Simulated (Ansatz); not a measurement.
All numbers below come from DFT PBE, scalar-relativistic, plane waves, PAW (Ansatz). Settings: cutoff 420 eV, Γ-centred meshes spaced at most about 0.3 Å⁻¹, and about 0.25 Å⁻¹ or finer for metals (2π included), Gaussian smearing. Collinear spin in cells that started with moments and kept them past the coarse steps, no spin elsewhere.

Each of these unrelaxed guesses is relaxed in cell and atoms within its symmetry. A guess keeps its type if space group and coordination stay and the shape of the cell changes little (axis ratios within about 15 %, angles within 6°); the volume may change.

1. CuNi2 (collinear spin from parallel moments)

```
CELL_PARAMETERS angstrom
4.36597 0.00000 0.00000
-2.18299 3.78104 0.00000
0.00000 0.00000 3.98253
ATOMIC_POSITIONS crystal
Cu 0.66667 0.33333 0.00000
Cu 0.33333 0.66667 0.00000
Ni 0.00000 0.00000 0.00000
Ni 0.00000 0.33333 0.50000
Ni 0.66667 0.66667 0.50000
Ni 0.33333 0.00000 0.50000
```

2. SiC2

```
CELL_PARAMETERS angstrom
2.67981 0.00000 0.00000
-1.33991 2.32078 0.00000
0.00000 0.00000 6.56417
ATOMIC_POSITIONS crystal
Si 0.00000 0.00000 0.50000
C 0.66667 0.33333 0.83333
C 0.33333 0.66667 0.16667
```

Q: Which keep their type?

A: Guess 1 keeps its type.

| guess | kept | start group | end group | V start (Å³/atom) | V end | b/a and c/a, end over start | nearest neighbours start | nearest neighbours end |
| --- | --- | --- | --- | --- | --- | --- | --- | --- |
| 1 | yes | P-62m | P-62m | 11.0 | 11.2 | 1.00, 1.05 | Cu 12, Ni 12 | Cu 12, Ni 12 |
| 2 | no | P-3m1 | P6/mmm | 13.6 | 15.9 | - | C 12, Si 12 | C 3, Si 6 |

Neighbours count within 15 % of an atom's shortest distance; end groups are read at 0.02 Å (0.05 Å in metals).

No dispersion correction is applied, so the spacing and binding between layers, chains or molecules are poorly described (SiC2 P6/mmm). Another magnetic order may lie lower. Cells relaxed within their symmetry can be saddle points.
